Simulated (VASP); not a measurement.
Set up this calculation in VASP 6.6.1, as the native input.

```yaml
Task: single point
Functional: LDA
Potentials_or_basis: VASP PAW LDA potentials, release 64 (Al, P)
Cutoff: 520 eV
k_mesh: 8 × 8 × 8
Occupations: gaussian, width 0.01 eV
Spin: no spin polarisation
Dipole_correction: no
Further_INCAR_settings: ALGO = Normal; EDIFF = 1e-06; NBANDS = 11
```

The structure of AlP lies in POSCAR:

```
AlP
1.0
    0.0000000000      2.7169780668      2.7169780668
    2.7169780668      0.0000000000      2.7169780668
    2.7169780668      2.7169780668      0.0000000000
Al P
1 1
Direct
    0.0000000000      0.0000000000      0.0000000000
    0.7500000000      0.7500000000      0.7500000000
```

The cell isn't the ideal one: cell and atoms relaxed tightly for response.

The input as run:

INCAR

```
ALGO = Normal
EDIFF = 1E-6
ENCUT = 520
ISIF = 2
ISMEAR = 0
LASPH = True
LCHARG = True
LELF = True
LREAL = False
LVHAR = True
LWAVE = False
NBANDS = 11
NELM = 100
PREC = Accurate
SIGMA = 0.01
```

KPOINTS

```
k-points
0
Gamma
  8 8 8
```

Potentials or basis: VASP PAW LDA potentials, release 64 (Al, P).

Launch:

```bash
$ cat potpaw_LDA.64/Al/POTCAR potpaw_LDA.64/P/POTCAR > POTCAR
$ mpirun -np 1 vasp_std > vasp.out
```

It gave:

* Pressure: 0.1 GPa
* Band gap on the k mesh: 1.41 eV, indirect (least direct gap 3.24 eV)

Wall time 11 s on 1 thread of Intel(R) Xeon(R) Platinum 8259CL CPU @ 2.50GHz (Skylake/Cascade Lake) (shared host), peak memory 0.14 GiB.
